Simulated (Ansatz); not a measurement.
## InAs and its competing phases

Level of theory: Ansatz 0.2.0, DFT PBE, scalar-relativistic, plane waves, PAW. All cells share a 420 eV cutoff and Γ-centred k meshes spaced at most about 0.3 Å⁻¹ (about 0.25 or finer for metals, 2π included). No spin polarisation.

Energies over the elements count from the elements' standard structures at the same level, with no fitted energy shifts.

All energies are static (0 K, no zero-point motion). The reference form of As is held partly by dispersion forces, which this level lacks.

The competitors are the elements and 2 reference phases of this chemical system (from databases or known types: In3As, InAs), relaxed at the same level; other known phases may be missing.

The candidate was reached from: random cell.

```
CELL_PARAMETERS angstrom
3.78737 0.00000 0.00000
0.00000 3.78737 0.00000
0.00000 0.00000 3.20949
ATOMIC_POSITIONS crystal
In 0.50000 0.50000 0.50000
As 0.00000 0.00000 0.00000
```

**Question.** Is it stable, and against what?

**Answer.** Not the lowest form: another structure of the same formula lies lower. Its formation energy is 0.175 eV/atom. The lowest competing phase at this composition is this:

```csv
phase,space group,source,share of atoms,ΔE_f (eV/atom)
InAs,F-43m (No. 216),Materials Project,1.0000,-0.244
```

The candidate lies 0.42 eV/atom above this phase. The candidate matches no cell in the subsets of the Crystallography Open Database and the Materials Project at hand. The margin is far too high for a likely synthesis. Shaken at random and relaxed again it fell by 108 meV/atom, so it probably isn't a firm minimum. It has the tetragonally distorted caesium chloride type.
